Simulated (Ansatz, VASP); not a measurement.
## One calculation of BN, two programs

The input INCAR:

```
  ALGO = Normal
  EDIFF = 1E-6
  ENCUT = 520
  GGA = PE
  ISIF = 2
  ISMEAR = 0
  LASPH = T
  LCHARG = T
  LELF = T
  LREAL = F
  LVHAR = T
  LWAVE = F
  NBANDS = 16
  NELM = 80
  PREC = Accurate
  SIGMA = 0.05
```

KPOINTS

```
k-points
0
Gamma
  12 12 6
```

Contents of POSCAR:

```
BN
1.0
    2.5545800962      0.0000000000      0.0191593507
   -1.2772900481      2.2123312593     -0.0095796754
    0.0316838590      0.0000000000      4.2245145363
B N
2 2
Direct
    0.6666666667      0.3333333333      0.9998058548
    0.3333333333      0.6666666667      0.4998058548
    0.6666666667      0.3333333333      0.6251941452
    0.3333333333      0.6666666667      0.1251941452
```

Input for Ansatz:

```yaml
crystal:
  lattice:
    - [2.5545800962, 0.0, 0.0191593507]
    - [-1.2772900481, 2.2123312593, -0.0095796754]
    - [0.031683859, 0.0, 4.2245145363]
  atoms:
    - { symbol: B, position: [0.6666666667, 0.3333333333, 0.9998058548] }
    - { symbol: B, position: [0.3333333333, 0.6666666667, 0.4998058548] }
    - { symbol: "N", position: [0.6666666667, 0.3333333333, 0.6251941452] }
    - { symbol: "N", position: [0.3333333333, 0.6666666667, 0.1251941452] }
basis:
  ecutwfc: 420
kpoints:
  mp_grid: { grid: [12, 12, 6] }
hamiltonian:
  xc: pbe
scf:
  occupations: { method: gaussian, width: 0.05 }
output:
  forces: true
  stress: true
  eigenvalues: true
```

Change from the starting cell: strain +0.0150 x Voigt [0, 0, 0, 0, 1, 0], atoms carried along.

Alike in both runs: task single point; functional PBE; k mesh 12 × 12 × 6; occupations gaussian, width 0.05 eV; no spin polarisation.

|  | VASP | Ansatz |
| --- | --- | --- |
| version | VASP 6.6.1 | Ansatz 0.2.0 |
| potentials or method | VASP PAW PBE potentials, release 64 (B, N) | scalar-relativistic, plane waves, PAW |
| plane-wave cutoff (eV) | 520 | 420 |
| valence electrons in the cell | 16 | 16 |

|  | VASP | Ansatz | Ansatz less VASP |
| --- | --- | --- | --- |
| gap on the k mesh at the Fermi level (eV) | 5.20 | 5.22 | +0.017 |
| least direct gap on the mesh (eV) | 8.22 | 8.23 | +0.007 |
| pressure (GPa) | 0.3 | 0.0 | -0.23 |
| largest component of the traceless stress (GPa) | 5.01 | 4.99 | -0.016 |
| rms of the force components (eV/Å) | 0.021 | 0.020 | -0.0009 |

Atom by atom the forces differ by 0.002 eV/Å (rms over components).

A k mesh can miss the band edges.
